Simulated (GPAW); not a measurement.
# FeO (Wuestite) (R-3m) in GPAW: a series of runs

One crystal, FeO (Wuestite), is run at these levels: LDA; tasks: magnons.

All numbers are computed with GPAW 26.7.0; they aren't measurements. Logs are shortened: lines on timing, memory, paths and dates and some standing lists are left out, and cuts for length are marked. The log counts tension as positive stress, the text compression.

### Step 1. Starting point

It takes space group R-3m (No. 166, trigonal). Conventional cell: a = 3.097 Å, b = 3.097 Å, c = 7.707 Å, α = 90.00°, β = 90.00°, γ = 120.00°. Fe (site symmetry -3m) is surrounded by 6 O at 2.20 Å. O (site symmetry -3m) is surrounded by 6 Fe at 2.20 Å.

### Step 2. Magnons, LDA, collinear spin, ferromagnetic start

File run.py:

```python
import numpy as np
from ase import Atoms
from ase.dft.bandgap import bandgap
from ase.io import write
from gpaw import GPAW, PW
from gpaw.response import ResponseContext, ResponseGroundStateAdapter
from gpaw.response.chiks import ChiKSCalculator
from gpaw.response.heisenberg import calculate_fm_magnon_energies
from gpaw.response.localft import LocalFTCalculator
from gpaw.response.mft import IsotropicExchangeCalculator
from gpaw.response.site_kernels import SphericalSiteKernels

atoms = Atoms(['Fe', 'O'],
              cell=[[1.5486092669, 0.8940899771, 2.5689933065],
                    [-1.5486092669, 0.8940899771, 2.5689933065],
                    [0.0, -1.7881799543, 2.5689933065]],
              scaled_positions=[[0.0, 0.0, 0.0],
                                [0.5, 0.5, 0.5]],
              pbc=True)
atoms.set_initial_magnetic_moments([4.0, 0.0])

calc = GPAW(mode=PW(600),
            xc='LDA',
            kpts={'size': (9, 9, 9), 'gamma': True},
            occupations={'name': 'fermi-dirac', 'width': 0.05},
            nbands=17,
            convergence={'density': 0.0001},
            maxiter=150,
            txt='gpaw.txt')
atoms.calc = calc
energy = atoms.get_potential_energy()
calc.write('gs.gpw')
write('result.traj', atoms)
print(f'Energy: {energy:.6f} eV')
print('Moments:', calc.get_magnetic_moments().round(3))
print('Fermi level:', round(calc.get_fermi_level(), 4), 'eV')
print(f'Gap: {bandgap(calc)[0]:.4f} eV, direct: {bandgap(calc, direct=True)[0]:.4f} eV')

dense = calc.fixed_density(kpts={'size': (8, 8, 8), 'gamma': True},
                           nbands=31, convergence={'bands': 25, 'eigenstates': 1e-12},
                           update_fermi_level=True, maxiter=300, txt='dense.txt')
dense.write('dense.gpw', mode='all')

sites = [0]
moments = calc.get_magnetic_moments()[sites]
q_qc = np.array([[0.0, 0.0, 0.0], [0.125, 0.0, 0.0], [0.25, 0.0, 0.0], [0.5, 0.0, 0.0], [0.125, 0.125, 0.0], [0.25, 0.25, 0.0], [0.5, 0.5, 0.0]])
gs = ResponseGroundStateAdapter.from_gpw_file('dense.gpw')
context = ResponseContext(txt='mft.txt')
chiks = ChiKSCalculator(gs, context, ecut=150, nbands=25, gammacentered=True)
exchange = IsotropicExchangeCalculator(chiks, LocalFTCalculator.from_rshe_parameters(gs, context))
kernels = SphericalSiteKernels(atoms.positions[sites], [[1.046] * len(sites)])
J_qab = np.array([exchange(q_c, kernels)[..., 0] for q_c in q_qc])
E_qn = calculate_fm_magnon_energies(J_qab, q_qc, moments)
np.savetxt('exchange.dat', np.c_[q_qc, 1000 * J_qab.real.reshape((len(q_qc), -1))], fmt='%.4f')
np.savetxt('magnons.dat', np.c_[q_qc, 1000 * E_qn.real], fmt='%.4f')
for q_c, E_n in zip(q_qc, E_qn):
    print(q_c.round(4), 'magnon energies (meV):', (1000 * E_n.real).round(2))
```

Potentials or basis: the program's PAW data sets (release 1.2.1) made for this functional, pw.

On the command line:

```bash
$ OMP_NUM_THREADS=1 python run.py
```

gpaw.txt:

```text
__  _  _
 | _ |_)|_||  |
 |__||  | ||/\| - 26.7.0

Input parameters:
  mode=PW(ecut=600.0),
  convergence={'density': 0.0001},
  kpts=MonkhorstPack(size=(9, 9, 9), gamma=True),
  maxiter=150,
  nbands=17,
  occupations=Occupations(name='fermi-dirac', width=0.05),
  xc=XC(name='LDA')

Diagonalizing LCAO Hamiltonian
Converting LCAO to pw mode

       O

       Fe

Atoms  # Å, Bohr magnetons
|   | symbol |        x |         y |        z |    initial magnetic moments |
|---|--------|----------|-----------|----------|-----------------------------|
| 0 |     Fe | 0.000000 |  0.000000 | 0.000000 | ( 0.0000,  0.0000,  4.0000) |
| 1 |      O | 0.000000 | -0.000000 | 3.853490 | ( 0.0000,  0.0000,  0.0000) |

Unit cell  # Å
| periodic |         x |         y |        z |  lengths |    angles |
|----------|-----------|-----------|----------|----------|-----------|
|      yes |  1.548609 |  0.894090 | 2.568993 | 3.130066 | 59.306913 |
|      yes | -1.548609 |  0.894090 | 2.568993 | 3.130066 | 59.306913 |
|      yes |  0.000000 | -1.788180 | 2.568993 | 3.130066 | 59.306913 |

Number of symmetries: 12
Symmetry operations  # r_c * U_cc + t_c -> r_c
|    | kind |            matrix            |
|----|------|------------------------------|
|  0 |  E   |  1, 0, 0,  0, 1, 0,  0, 0, 1 |
|  1 |  σ   |  1, 0, 0,  0, 0, 1,  0, 1, 0 |
|  2 |  σ   |  0, 1, 0,  1, 0, 0,  0, 0, 1 |
|  3 |  C3  |  0, 1, 0,  0, 0, 1,  1, 0, 0 |
|  4 |  C3  |  0, 0, 1,  1, 0, 0,  0, 1, 0 |
|  5 |  σ   |  0, 0, 1,  0, 1, 0,  1, 0, 0 |
|  6 |  C2  |  0, 0,-1,  0,-1, 0, -1, 0, 0 |
|  7 |  S6  |  0, 0,-1, -1, 0, 0,  0,-1, 0 |
|  8 |  S6  |  0,-1, 0,  0, 0,-1, -1, 0, 0 |
|  9 |  C2  |  0,-1, 0, -1, 0, 0,  0, 0,-1 |
| 10 |  C2  | -1, 0, 0,  0, 0,-1,  0,-1, 0 |
| 11 |  i   | -1, 0, 0,  0,-1, 0,  0, 0,-1 |

BZ-sampling:
  Number of BZ points: 729
  Number of IBZ points: 85

  Monkhorst-Pack size: [9, 9, 9]
  Monkhorst-Pack shift: [0, 0, 0]

K-points  # in reciprocal-cell coordinates
|     |                                coordinates |     weight |
|-----|--------------------------------------------|------------|
|   0 | (  0.00000000,   0.00000000,   0.00000000) | 0.00137174 |
|   1 | (  0.11111111,   0.00000000,  -0.11111111) | 0.00823045 |
|   2 | (  0.11111111,   0.00000000,   0.00000000) | 0.00823045 |
|   3 | (  0.11111111,   0.11111111,  -0.11111111) | 0.00823045 |
|   4 | (  0.11111111,   0.11111111,   0.00000000) | 0.00823045 |
|   5 | (  0.11111111,   0.11111111,   0.11111111) | 0.00274348 |
|   6 | (  0.22222222,  -0.11111111,  -0.11111111) | 0.00823045 |
|   7 | (  0.22222222,   0.00000000,  -0.22222222) | 0.00823045 |
|   8 | (  0.22222222,   0.00000000,  -0.11111111) | 0.01646091 |
|   9 | (  0.22222222,   0.00000000,   0.00000000) | 0.00823045 |
| ... |                                            |            |
|  84 | (  0.44444444,   0.44444444,   0.44444444) | 0.00274348 |

Plane wave coefficients: 725
Cutoff: 600.0 eV

Spin-components: 2 (collinear spins)
Bands:           17
Projectors:      11
Spin-degeneracy: 1
Datatype:        complex128

Parallelization:
  kpt:    1
  domain: 1
  band:   1

Density:
  Valence electrons: 14.0
  Components: 2
  Grid points: [18 18 18]
  Charge: 0.0  # |e|

Potential:
  Grid points: [18 18 18]

species:
  Fe:
    name:    Iron
    Z:       26.0
    valence: 8
    core:    18
    charge:  0.0  # [|e|]
    compensation charges:
      type: gauss
      rc: 0.33  # [Å]
      lmax: 2
    cutoffs:
      filter: 2.06  # [Å]
      core: 2.67  # [Å]
    projectors
    | kind |    occ | energy [eV] | rcut [Å] |
    |------|--------|-------------|----------|
    |   4s |  2.000 |      -5.481 |    1.164 |
    |   4p |  0.000 |      -1.431 |    1.058 |
    |   3d |  6.000 |      -7.753 |    1.058 |
    |    s |        |      21.730 |    1.164 |
    |    p |        |      25.780 |    1.058 |
    |    d |        |      19.459 |    1.058 |

    Using partial waves for Fe as LCAO basis

  O:
    name:    Oxygen
    Z:       8.0
    valence: 6
    core:    2
    charge:  0.0  # [|e|]
    compensation charges:
      type: gauss
      rc: 0.21  # [Å]
      lmax: 2
    cutoffs:
      filter: 1.17  # [Å]
      core: 0.83  # [Å]
    projectors
    | kind |    occ | energy [eV] | rcut [Å] |
    |------|--------|-------------|----------|
    |   2s |  2.000 |     -23.752 |    0.688 |
    |   2p |  4.000 |      -9.195 |    0.598 |
    |    s |        |       3.459 |    0.688 |
    |    p |        |      18.016 |    0.598 |
    |    d |        |       0.000 |    0.619 |

    Using partial waves for O as LCAO basis

Reference energy: -36585.847439  # eV

eigensolver:
  PPCG
  Converge bands: occupied
  niter=2

density mixing:
  MSR1-Mixer
  Pratt-step length: 0.05
  Maximum mixing coefficient: 0.75
  Old densities: 10
  SVD Regularization: 0.005
  Good broyden scale: 1.0
  Trust region scale: 1.0
  Backstep threshold: 4.0
  History deletion threshold: 6.0
  Fourier metric: weight=20.0, sigma=0.015

occupation numbers:
  Fermi-Dirac:
    width: 0.0500  # eV

poisson solver:
  ecut: 4800.0  # eV

xc functional:
  name: None

convergence criteria:
- Maximum integral of absolute [dens]ity change: 0.0001 electrons / valence electron
- Maximum [total energy] change in last 3 cyles: 0.0005 eV / valence electron
- Maximum integral of absolute [eigenst]ate change: 4e-08 eV^2 / valence electron
maximum number of iterations: 150

SCF iterations
|iter     | |      energy | eigst |  dens |  magmom |
|---------|-|-------------|-------|-------|---------|
|iter:   1| |  -18.039136 | -0.04 |       |  +4.0029|
|iter:   2| |  -17.793834 | -1.73 | -0.86 |  +4.0037|
|iter:   3| |  -17.303505 | -1.71 | -0.90 |  +3.9898|
|iter:   4| |  -17.315646 | -2.77 | -1.29 |  +3.9947|
|iter:   5| |  -17.323315 | -2.91 | -1.59 |  +3.9985|
|iter:   6| |  -17.325509 | -3.81 | -1.90 |  +4.0020|
|iter:   7| |  -17.325939c| -4.35 | -2.47 |  +4.0029|
|iter:   8| |  -17.325951c| -6.08 | -3.22 |  +4.0028|
|iter:   9| |  -17.325950c| -7.31 | -3.83 |  +4.0027|
|iter:  10| |  -17.325950c| -8.70c| -5.15c|  +4.0027|

Converged in 10 steps
Energy contributions relative to reference atoms: (reference = -36585.847439)

Energy contributions:
  Kinetic:          17.459867
  Coulomb:         -15.802232
  Zero:              0.154663
  External:          0.000000
  Xc:              -19.132346
  Entropy:          -0.011805
  Spinorbit:         0.000000
  ----------------------------
  Free energy:     -17.331853
  Extrapolated:    -17.325950

dipole moment: (0.000000, 0.000000, -18.649243)  # |e|*Ang

Total magnetic moment: (0.000000, 0.000000, 4.002703)

Local magnetic moments
|        x |        y |        z |
|----------|----------|----------|
| 0.000000 | 0.000000 | 3.513265 |  # Fe   0
| 0.000000 | 0.000000 | 0.234375 |  # O    1

Fermi level: 7.915
Eigenvalues  # (at kpt = [0.000, 0.000, 0.000])
| band index |      eig [eV] | occ [0-1] |      eig [eV] | occ [0-1] |
|------------|---------------|-----------|---------------|-----------|
|          0 |       -12.093 |     1.000 |       -11.531 |     1.000 |
|          1 |         4.200 |     1.000 |         4.789 |     1.000 |
|          2 |         4.228 |     1.000 |         4.886 |     1.000 |
|          3 |         4.288 |     1.000 |         4.886 |     1.000 |
|          4 |         4.288 |     1.000 |         7.213 |     1.000 |
|          5 |         4.295 |     1.000 |         7.295 |     1.000 |
[... 9 lines left out ...]
|         15 |        24.391 |     0.000 |        25.454 |     0.000 |
|         16 |        24.391 |     0.000 |        25.455 |     0.000 |

No gap
No difference between direct/indirect transitions
# Writing to gs.gpw (mode='')
```

Wall time 4.7 min (1 thread of Arm Neoverse V2, shared host); peak memory 0.41 GiB.

What came out:

- Free energy: -17.3319 eV
- Band gap on the k mesh: none (metal or under the smearing width)
- Net moment: 4.00 μB per cell
- Site moments: Fe +3.51; O +0.23 μB

Caveat: the number of bands moves the energies at small q by some ten meV; the exchange constants hang on this mesh and on the site radius; magnon energies are noisy on this mesh; a cell with one magnetic atom can't hold antiferromagnetic order, which such compounds often take; semilocal functionals often make such compounds metallic where correlation or magnetic order opens a gap, which also shifts bond lengths. With open d or f shells a metallic result of LDA can be an artefact of self-interaction; +U or a hybrid may open a gap.

### Step 3. Magnons, LDA, collinear spin, ferromagnetic start

This run uses another cell than the first one, of 10.47 Å³/atom, 0.981 times its volume.

run.py: that of step 2 with these lines changed.

```diff
@@ -13,5 +13,5 @@
 atoms = Atoms(['Fe', 'O'],
-              cell=[[1.5486092669, 0.8940899771, 2.5689933065],
-                    [-1.5486092669, 0.8940899771, 2.5689933065],
-                    [0.0, -1.7881799543, 2.5689933065]],
+              cell=[[1.5388076799, 0.8884310282, 2.5527334195],
+                    [-1.5388076799, 0.8884310282, 2.5527334195],
+                    [0.0, -1.7768620564, 2.5527334195]],
               scaled_positions=[[0.0, 0.0, 0.0],
@@ -50,3 +50,3 @@
 exchange = IsotropicExchangeCalculator(chiks, LocalFTCalculator.from_rshe_parameters(gs, context))
-kernels = SphericalSiteKernels(atoms.positions[sites], [[1.046] * len(sites)])
+kernels = SphericalSiteKernels(atoms.positions[sites], [[1.039] * len(sites)])
 J_qab = np.array([exchange(q_c, kernels)[..., 0] for q_c in q_qc])
```

Potentials or basis: the program's PAW data sets (release 1.2.1) made for this functional, pw.

On the command line:

```bash
$ OMP_NUM_THREADS=1 python run.py
```

gpaw.txt:

```text
__  _  _
 | _ |_)|_||  |
 |__||  | ||/\| - 26.7.0

Input parameters:
  mode=PW(ecut=600.0),
  convergence={'density': 0.0001},
  kpts=MonkhorstPack(size=(9, 9, 9), gamma=True),
  maxiter=150,
  nbands=17,
  occupations=Occupations(name='fermi-dirac', width=0.05),
  xc=XC(name='LDA')

Diagonalizing LCAO Hamiltonian
Converting LCAO to pw mode

       O

       Fe

Atoms  # Å, Bohr magnetons
|   | symbol |        x |        y |        z |    initial magnetic moments |
|---|--------|----------|----------|----------|-----------------------------|
| 0 |     Fe | 0.000000 | 0.000000 | 0.000000 | ( 0.0000,  0.0000,  4.0000) |
| 1 |      O | 0.000000 | 0.000000 | 3.829100 | ( 0.0000,  0.0000,  0.0000) |

Unit cell  # Å
| periodic |         x |         y |        z |  lengths |    angles |
|----------|-----------|-----------|----------|----------|-----------|
[... 162 lines left out ...]
|iter:   8| |  -17.381709c| -6.09 | -3.23 |  +4.0027|
|iter:   9| |  -17.381708c| -7.34 | -3.85 |  +4.0026|
|iter:  10| |  -17.381708c| -8.71c| -5.16c|  +4.0026|

Converged in 10 steps
Energy contributions relative to reference atoms: (reference = -36585.847439)

Energy contributions:
  Kinetic:          18.808825
  Coulomb:         -16.854142
  Zero:              0.156423
  External:          0.000000
  Xc:              -19.487100
  Entropy:          -0.011429
  Spinorbit:         0.000000
  ----------------------------
  Free energy:     -17.387423
  Extrapolated:    -17.381708

dipole moment: (-0.000000, -0.000000, -18.531886)  # |e|*Ang

Total magnetic moment: (0.000000, 0.000000, 4.002578)

Local magnetic moments
|        x |        y |        z |
|----------|----------|----------|
| 0.000000 | 0.000000 | 3.512160 |  # Fe   0
| 0.000000 | 0.000000 | 0.237779 |  # O    1

Fermi level: 8.163
Eigenvalues  # (at kpt = [0.000, 0.000, 0.000])
| band index |      eig [eV] | occ [0-1] |      eig [eV] | occ [0-1] |
|------------|---------------|-----------|---------------|-----------|
|          0 |       -11.993 |     1.000 |       -11.423 |     1.000 |
|          1 |         4.382 |     1.000 |         4.980 |     1.000 |
|          2 |         4.457 |     1.000 |         5.082 |     1.000 |
|          3 |         4.482 |     1.000 |         5.082 |     1.000 |
|          4 |         4.482 |     1.000 |         7.436 |     1.000 |
|          5 |         4.519 |     1.000 |         7.521 |     1.000 |
[... 9 lines left out ...]
|         15 |        24.794 |     0.000 |        25.873 |     0.000 |
|         16 |        24.794 |     0.000 |        25.873 |     0.000 |

No gap
No difference between direct/indirect transitions
# Writing to gs.gpw (mode='')
```

stdout:

```text
Energy: -17.381708 eV
Moments: [3.512 0.238]
Fermi level: 8.1625 eV
Gap: 0.0000 eV, direct: 0.0000 eV
[0. 0. 0.] magnon energies (meV): [0.]
[0.125 0.    0.   ] magnon energies (meV): [-11.76]
[0.25 0.   0.  ] magnon energies (meV): [-39.99]
[0.5 0.  0. ] magnon energies (meV): [-129.88]
[0.125 0.125 0.   ] magnon energies (meV): [-16.27]
[0.25 0.25 0.  ] magnon energies (meV): [-8.24]
[0.5 0.5 0. ] magnon energies (meV): [167.32]
```

mft.txt:

```text
Calculating f(G)
    Calculating PAW corrections

    RSHE of atom 0
      (l,m)   max weight  avg weight  included
      (0,0)   1.00000000  0.98600432  yes
      (1,-1)  0.00000000  0.00000000  yes
      (1,0)   0.00000000  0.00000000  yes
      (1,1)   0.00000000  0.00000000  yes
      (2,-2)  0.00000000  0.00000000  yes
      (2,-1)  0.00000048  0.00000000  yes
      (2,0)   0.10727716  0.00033220  yes
[... 216 lines left out ...]

Setting up a generalized Kohn-Sham susceptibility calculation with:
    Spin component: +-
    q_c: [0.125, 0.125, 0.0]
    Number of frequency points: 1
    Number of bands included: 25
Resulting in:
    A total number of band and spin transitions of: 390
[... 102 lines left out ...]
Symmetries of q_c:
    Direct symmetries (Uq -> q): 4
    Indirect symmetries (TUq -> q): 0
In total 4 allowed symmetries.

  ( 1  0  0)  ( 0  1  0)  ( 0 -1  0)  (-1  0  0)
  ( 0  1  0)  ( 1  0  0)  (-1  0  0)  ( 0 -1  0)
  ( 0  0  1)  ( 0  0  1)  ( 0  0 -1)  ( 0  0 -1)

150 groups of equivalent kpoints. 70.703125% reduction.
```

Wall time 4.8 min (1 thread of Arm Neoverse V2, shared host); peak memory 0.41 GiB.

Results:

```yaml
Free_energy: -17.3874 eV
Band_gap_on_the_k_mesh: none (metal or under the smearing width)
Net_moment: 4.00 μB per cell
Site_moments: Fe +3.51; O +0.24 μB
```

Caveat: the number of bands moves the energies at small q by some ten meV; the exchange constants hang on this mesh and on the site radius; magnon energies are noisy on this mesh; a cell with one magnetic atom can't hold antiferromagnetic order, which such compounds often take; semilocal functionals often make such compounds metallic where correlation or magnetic order opens a gap, which also shifts bond lengths. With open d or f shells a metallic result of LDA can be an artefact of self-interaction; +U or a hybrid may open a gap.

(Part 1 of 2 ends here.)
